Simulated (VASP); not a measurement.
# How biaxial strain in the (110) plane changes InSb (F-43m)

How do the elastic response and the band edges of InSb follow biaxial strain in the (110) plane?

Program: VASP 6.6.1. Level of theory: PBEsol; plane waves and PAW (In_d, Sb), in the first sound run; inputs show where later runs differ. Results are calculated unless marked as measured.

### 1. The structure

The structure is cubic, space group F-43m (No. 216). Conventional cell: a = 6.479 Å, b = 6.479 Å, c = 6.479 Å, α = 90.00°, β = 90.00°, γ = 90.00°. In has 4 Sb at 2.81 Å nearest. Sb has 4 In at 2.81 Å nearest. Farther neighbours are not listed.

Structure file:

```xyz
2
Lattice="0.0000 3.2395 3.2395 3.2395 0.0000 3.2395 3.2395 3.2395 0.0000" Properties=species:S:1:pos:R:3 pbc="T T T"
In    0.0000    0.0000    0.0000
Sb    1.6198    1.6198    1.6198
```

### 2. Relax the crystal, PBEsol

The series starts from the cell that this level prefers, so that zero strain is near zero stress.

This step took 2 runs in a row; the last is shown.

Level: PBEsol; plane waves and PAW (In_d, Sb).

Input file INCAR:

```
SYSTEM = InSb
PREC = Accurate
ENCUT = 450
EDIFF = 1E-07
NELM = 120
ISMEAR = 0
SIGMA = 0.02
LREAL = .FALSE.
ALGO = Normal
GGA = PS
NBANDS = 15
LASPH = .TRUE.
LORBIT = 11
LWAVE = .FALSE.
LCHARG = .FALSE.
KPAR = 12
IBRION = 2
NSW = 40
ISIF = 3
EDIFFG = -0.005
POTIM = 0.4
```

Input file POSCAR:

```
InSb
1.0
    0.0000000000      3.2608859940      3.2608859940
    3.2608859940      0.0000000000      3.2608859940
    3.2608859940      3.2608859940      0.0000000000
In Sb
1 1
Direct
    0.0000000000      0.0000000000      0.0000000000
    0.2500000000      0.2500000000      0.2500000000
```

Input file KPOINTS:

```
Automatic mesh
0
Gamma
8 8 8
0 0 0
```

PAW data sets: In_d and Sb (PBE family, release 64).

The run is started by

```sh
> mpirun -np 12 vasp_std
```

Log:

```text
[banner, memory and clock lines left out]
running   12 mpi-ranks, on    1 nodes
[...]
|                                                                             |
|           W    W    AA    RRRRR   N    N  II  N    N   GGGG   !!!           |
|           W    W   A  A   R    R  NN   N  II  NN   N  G    G  !!!           |
|           W    W  A    A  R    R  N N  N  II  N N  N  G       !!!           |
|           W WW W  AAAAAA  RRRRR   N  N N  II  N  N N  G  GGG   !            |
|           WW  WW  A    A  R   R   N   NN  II  N   NN  G    G                |
|           W    W  A    A  R    R  N    N  II  N    N   GGGG   !!!           |
|                                                                             |
|     For optimal performance we recommend to set                             |
|       NCORE = 2 up to number-of-cores-per-socket                            |
|     NCORE specifies how many cores store one orbital (NPAR=cpu/NCORE).      |
|     This setting can greatly improve the performance of VASP for DFT.       |
[...]
|     You enforced a specific xc type in the INCAR file but a different       |
|     [... a line on the potential file left out ...]
|     I HOPE YOU KNOW WHAT YOU ARE DOING!                                     |
|                                                                             |

 LDA part: xc-table for (Slater+PW92), standard interpolation
 POSCAR, INCAR and KPOINTS ok, starting setup
[...]
entering main loop
       N       E                     dE             d eps       ncg     rms          rms(c)
DAV:   1     0.109302008088E+03    0.10930E+03   -0.73916E+03   870   0.106E+03
DAV:   2    -0.525982122985E+00   -0.10983E+03   -0.10683E+03   919   0.277E+02
DAV:   3    -0.763874222151E+01   -0.71128E+01   -0.70817E+01  1108   0.755E+01
DAV:   4    -0.782722606850E+01   -0.18848E+00   -0.18838E+00  1080   0.143E+01
[...]
DAV:  11    -0.769585218227E+01   -0.21064E-04   -0.36290E-05   975   0.516E-02    0.226E-02
DAV:  12    -0.769585279630E+01   -0.61403E-06   -0.13049E-06  1070   0.963E-03    0.597E-03
DAV:  13    -0.769585275130E+01    0.44997E-07   -0.60730E-07  1024   0.604E-03
   1 F= -.76958528E+01 E0= -.76958226E+01  d E =-.769585E+01
[...]
reached required accuracy - stopping structural energy minimisation
```

Elapsed: 3.4 s, on 12 MPI ranks of Intel Xeon 6975P-C (Granite Rapids), shared host; peak memory 2.4 GiB; 29 s of CPU time.

Lines that name or quote the potential files are left out of all logs, and their timing lines are given in words.

Parts of OUTCAR (step 2):

```text
  Total       -0.0015933     -0.0015933     -0.0015933      0.0000000     -0.0000000      0.0000000
  in kB       -0.0368110     -0.0368110     -0.0368110      0.0000000     -0.0000000      0.0000000
  external PRESSURE =      -0.0368110 kB  Pullay stress =       0.0000000 kB

 POSITION                                       TOTAL-FORCE (eV/Angst)
 -----------------------------------------------------------------------------------
      0.00000      0.00000      0.00000         0.000000      0.000000      0.000000
      1.63044      1.63044      1.63044        -0.000000     -0.000000     -0.000000
 -----------------------------------------------------------------------------------
    total drift:                               -0.000000     -0.000000     -0.000000

  FREE ENERGIE OF THE ION-ELECTRON SYSTEM (eV)
  ---------------------------------------------------
  free  energy   TOTEN  =        -7.6958527513 eV

  energy  without entropy=       -7.6957924926  energy(sigma->0) =       -7.69582262

 reached required accuracy - stopping structural energy minimisation

[... 3 further parts left out ...]
[key lines of the parts left out:]
E-fermi :   4.7638
```

Read from the output:

| Item | Value |
| --- | --- |
| energy(sigma→0) of the program | -7.6958 eV |
| stress, compression positive | 0.00 along [110], 0.00 across it (mean), GPa |
| volume | 69.348 Å³ |
| ionic steps | 1 |

### 3. Strain along the normal, PBEsol

One member in full: the plane is strained by 1 %, and the strain along the normal is moved by secant steps until the normal stress is under 0.012 GPa or five steps are spent; the atoms relax at each step.

This step took 3 runs, each at a new trial strain with the atoms of the one before; the last is shown.

Level: PBEsol; plane waves and PAW (In_d, Sb); cell typed or built by script.

Edit INCAR of step 2 so:

```diff
@@ -15,7 +15,7 @@
 LCHARG = .FALSE.
-KPAR = 12
-IBRION = 2
-NSW = 40
-ISIF = 3
-EDIFFG = -0.005
-POTIM = 0.4
+KPAR = 3
+IBRION = 1
+NSW = 25
+ISIF = 2
+EDIFFG = -0.004
+POTIM = 0.3
```

Input file POSCAR:

```
InSb
1.0
   -0.0281964410      3.2652984130      3.2934948540
    3.2652984130     -0.0281964410      3.2934948540
    3.2371019720      3.2371019720      0.0000000000
In Sb
1 1
Direct
    0.9985246426      0.9985246426      0.0014753574
    0.2514753574      0.2514753574      0.2485246426
```

KPOINTS is that of step 2.

The run is started by

```sh
> mpirun -np 3 vasp_std
```

Log:

```text
[banner, memory and clock lines left out]
running    3 mpi-ranks, on    1 nodes
[...]
[... a notice as in an earlier step ...]

 LDA part: xc-table for (Slater+PW92), standard interpolation
 POSCAR, INCAR and KPOINTS ok, starting setup
[...]
entering main loop
       N       E                     dE             d eps       ncg     rms          rms(c)
DAV:   1     0.107542457606E+03    0.10754E+03   -0.72890E+03  2850   0.106E+03
DAV:   2    -0.916320582143E+00   -0.10846E+03   -0.10523E+03  3144   0.271E+02
DAV:   3    -0.764036179146E+01   -0.67240E+01   -0.66941E+01  3599   0.737E+01
DAV:   4    -0.782250485087E+01   -0.18214E+00   -0.18210E+00  3568   0.143E+01
[...]
DAV:  11    -0.769252640452E+01   -0.21398E-04   -0.37092E-05  3312   0.525E-02    0.215E-02
DAV:  12    -0.769252696290E+01   -0.55838E-06   -0.12385E-06  3815   0.960E-03    0.593E-03
DAV:  13    -0.769252694848E+01    0.14419E-07   -0.62919E-07  3389   0.632E-03
   1 F= -.76925269E+01 E0= -.76925269E+01  d E =-.769253E+01
 BRION: g(F)=  0.172E-07 g(S)=  0.000E+00
 reached required accuracy - stopping structural energy minimisation
```

Run time: 11 s. Hardware: 3 MPI ranks; peak memory 0.67 GiB.

OUTCAR, selected parts (step 3):

```text
  Total       -0.1980776     -0.1980776     -0.2989158      0.1959533      0.0000000      0.0000000
  in kB       -4.5190337     -4.5190337     -6.8196040      4.4705699      0.0000000      0.0000000
  external PRESSURE =      -5.2858905 kB  Pullay stress =       0.0000000 kB

 POSITION                                       TOTAL-FORCE (eV/Angst)
 -----------------------------------------------------------------------------------
      3.23710      3.23710      6.57727         0.000000      0.000000      0.000546
      1.61855      1.61855      1.65647        -0.000000     -0.000000     -0.000546
 -----------------------------------------------------------------------------------
    total drift:                               -0.000000     -0.000000      0.000659

  FREE ENERGIE OF THE ION-ELECTRON SYSTEM (eV)
  ---------------------------------------------------
  free  energy   TOTEN  =        -7.6925269485 eV

  energy  without entropy=       -7.6925268803  energy(sigma->0) =       -7.69252691

[... 1 part as in an earlier step ...]

[... 3 further parts left out ...]
[key lines of the parts left out:]
E-fermi :   4.6526
```

Read from the output:

```
energy(sigma→0) of the program : -7.6925 eV
stress, compression positive   : 0.00 along [110], -0.79 across it (mean), GPa
ionic steps                    : 1
```

### 4. Band edges, TB-mBJ with spin-orbit coupling

Short lines in KPOINTS_OPT sample the zone centre along and across the normal of the plane, for masses, and the other valleys.

Level: TB-mBJ, spin-orbit coupling; plane waves and PAW (In_d, Sb); cell typed or built by script.

TB-mBJ has no energy functional, so the total energy, stress and pressure in this output mean nothing.

Input file INCAR:

```
SYSTEM = InSb
PREC = Accurate
ENCUT = 450
EDIFF = 1E-06
NELM = 150
ISMEAR = 0
SIGMA = 0.02
LREAL = .FALSE.
ALGO = Normal
METAGGA = MBJ
LASPH = .TRUE.
LNONCOLLINEAR = .TRUE.
MAGMOM = 0 0 0 0 0 0
NBANDS = 28
GGA_COMPAT = .FALSE.
LSORBIT = .TRUE.
LWAVE = .FALSE.
LCHARG = .FALSE.
KPAR = 3
```

POSCAR is that of step 3.

Input file KPOINTS:

```
Automatic mesh
0
Gamma
6 6 6
0 0 0
```

Input file KPOINTS_OPT:

```
Line mode
6
Line-mode
Reciprocal
  0.00000000   0.00000000   0.00000000
  0.01821510   0.01821510   0.03643020

  0.00000000   0.00000000   0.00000000
 -0.01853242   0.01853242   0.00000000

  0.31000000   0.31000000   0.00000000
  0.50000000   0.50000000   0.00000000

  0.00000000   0.31000000   0.31000000
  0.00000000   0.50000000   0.50000000

  0.45000000   0.45000000   0.45000000
  0.50000000   0.50000000   0.50000000

  0.45000000   0.00000000   0.00000000
  0.50000000   0.00000000   0.00000000

  0.42500000   0.42500000   0.00000000
  0.42477562   0.45098442   0.02576004

  0.50000000   0.50000000   0.50000000
  0.48146758   0.51853242   0.50000000
```

The run is started by

```sh
> mpirun -np 3 vasp_ncl
```

Log:

```text
[banner, memory and clock lines left out]
running    3 mpi-ranks, on    1 nodes
[...]
[... a notice as in an earlier step ...]

 LDA part: xc-table for (None), standard interpolation
 POSCAR, INCAR and KPOINTS ok, starting setup
[...]
entering main loop
       N       E                     dE             d eps       ncg     rms          rms(c)
DAV:   1     0.733010441569E+03    0.73301E+03   -0.69396E+03  4200   0.115E+03
DAV:   2     0.599874166386E+03   -0.13314E+03   -0.12900E+03  4380   0.311E+02
DAV:   3     0.588248816577E+03   -0.11625E+02   -0.11466E+02  5276   0.111E+02
DAV:   4     0.587797924139E+03   -0.45089E+00   -0.45017E+00  5132   0.241E+01
[...]
DAV:  30     0.589402229393E+03    0.37419E-05   -0.74841E-10  2176   0.265E-04    0.914E-05
DAV:  31     0.589402222454E+03   -0.69389E-05   -0.58863E-10  2160   0.208E-04    0.819E-05
DAV:  32     0.589402221793E+03   -0.66086E-06   -0.45300E-10  2160   0.224E-04
   1 F= 0.58940222E+03 E0= 0.58940223E+03  d E =-.103211E-04  mag=    -0.0000     0.0000     0.0000
 Start KPOINTS_OPT (optional k-point list driver)
k-point batch [1-48\48]
       N       E                     dE             ncg
DAV:   1     0.256105111330E+04   -0.12847E+05     2688
DAV:   2    -0.373322665078E+04   -0.62943E+04     2760
DAV:   3    -0.438727319743E+04   -0.65405E+03     3416
DAV:   4    -0.441501092502E+04   -0.27738E+02     3288
[...]
DAV:   8    -0.441721850577E+04   -0.41350E-04     4120
DAV:   9    -0.441721850786E+04   -0.20967E-05     2376
DAV:  10    -0.441721850816E+04   -0.30095E-06     1904
```

Wall time 2.5 min (3 MPI ranks); peak memory 1.7 GiB.

OUTCAR, selected parts (step 4):

```text
  LATTYP: Found a body centered orthorhombic cell.
 ALAT       =     4.5779535116
 B/A-ratio  =     1.0174207926
 C/A-ratio  =     1.4388502835

 Subroutine GETGRP returns: Found  4 space group operations
 (whereof  4 operations were pure point group operations)

The static configuration has the point symmetry C_2v.

 Found     75 irreducible k-points:

   k-points           NKPTS =     75   k-points in BZ     NKDIM =     75   number of bands    NBANDS=     28

   dimension x,y,z NGX =    32 NGY =   32 NGZ =   32
   dimension x,y,z NGXF=    64 NGYF=   64 NGZF=   64

   ENCUT  =  450.0 eV  33.07 Ry    5.75 a.u.   8.02  8.02  7.92*2*pi/ulx,y,z

   NELECT =      18.0000    total number of electrons

 E-fermi :   5.0107

 k-point     1 :       0.0000    0.0000    0.0000
  band No.  band energies     occupation
    ...
     14       4.2475      1.00000
     15       4.8956      1.00000
     16       4.8956      1.00000
     17       4.9802      0.98429
     18       4.9802      0.98429
     19       5.0411      0.01571
     20       5.0411      0.01571
     21       7.7361      0.00000
     22       7.7361      0.00000
     23       8.0840      0.00000
    ...

 k-point     2 :       0.1667    0.0000    0.0000
  band No.  band energies     occupation
    ...
     14       2.4825      1.00000
     15       4.2125      1.00000
     16       4.2232      1.00000
     17       4.6729      1.00000
     18       4.6780      1.00000
     19       6.1221      0.00000
     20       6.1282      0.00000
     21       8.2920      0.00000
     22       8.2995      0.00000
     23       8.5499      0.00000
    ...

  Total      -46.5233818    -46.5233818    -46.7061082      0.2073768      0.0000000      0.0000000
  in kB    -1061.4059173  -1061.4059173  -1065.5747204      4.7311901      0.0000000      0.0000000
  external PRESSURE =   -1062.7955184 kB  Pullay stress =       0.0000000 kB

 POSITION                                       TOTAL-FORCE (eV/Angst)
 -----------------------------------------------------------------------------------
      3.23710      3.23710      6.57727        -0.000000     -0.000000      0.072790
      1.61855      1.61855      1.65647         0.000000      0.000000     -0.072790
 -----------------------------------------------------------------------------------
    total drift:                               -0.000000     -0.000000      0.089838

  FREE ENERGIE OF THE ION-ELECTRON SYSTEM (eV)
  ---------------------------------------------------
  free  energy   TOTEN  =       589.4022217928 eV

  energy  without entropy=      589.4022321139  energy(sigma->0) =      589.40222695

 Spin-Orbit-Coupling matrix elements
 Ion:    1  E_soc:     -0.0690155
 Ion:    2  E_soc:     -0.1243189

[... 1 part as in an earlier step ...]

[... 7 further parts left out ...]
```

(Continued in part 2 of 2.)

[Lines on the potential files, build, host, timing and source positions are cut from VASP's logs without a mark.]

[Logs are printed without paths, hosts, clocks, repeated set-up lines and the standing remarks that a program may print on its own settings, such as how far it seeks lower states.]

[Hosts, paths, dates, database ids (printed as entryN), source tags and the programs' standing remarks are cut or masked in the printed files.]

[In band tables of VASP the shares of atoms and orbitals are scaled to a sum of 1 inside the atoms' spheres.]
